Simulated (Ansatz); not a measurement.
CdTe4: balancing the decomposition

Level of theory: DFT PBE, scalar-relativistic, plane waves, PAW in Ansatz. Settings: cutoff 420 eV, Γ-centred meshes spaced at most about 0.3 Å⁻¹, and about 0.25 Å⁻¹ or finer for metals (2π included), Gaussian smearing. No spin polarisation.

Energies over the elements count from the elements' standard structures at the same level, with no fitted energy shifts.

These are static total energies at zero pressure. These runs have no spin–orbit coupling, which can matter for Te. The reference form of Te is held partly by dispersion forces, which this level lacks.

A trial structure of CdTe4 (reached from: PbF4 type (I4/mmm); relaxed: space group I4/mmm (No. 139), a = 5.865 Å, c = 9.170 Å) has a formation energy of 0.139 eV/atom. It holds Te–Te pairs (shortest 3.03 Å). At its composition the lowest mixture among the elements and 1 reference phase computed alike (others may be missing) consists of these:

| phase | source | ΔE_f (eV/atom) |
| --- | --- | --- |
| Te (solid) | element | 0.000 |
| CdTe (F-43m) | COD | -0.464 |

Task: Write the balanced decomposition and find its energy per atom, per formula unit and per mole of formula units.

Result: Balancing Cd and Te gives CdTe4 → 3 Te + CdTe. The left side holds 5 atoms, and the products take 3/5 (Te) and 2/5 (CdTe) of them. The mixture therefore lies at 3/5 × (0.000) + 2/5 × (-0.464) = -0.186 eV/atom. The reaction energy is -0.186 − (0.139) = -0.325 eV/atom. Times 5 atoms that is -1.625 eV per CdTe4, and times 96.485 it is -157 kJ per mole of CdTe4. Decomposition is downhill, so the trial structure is unstable against this mixture.
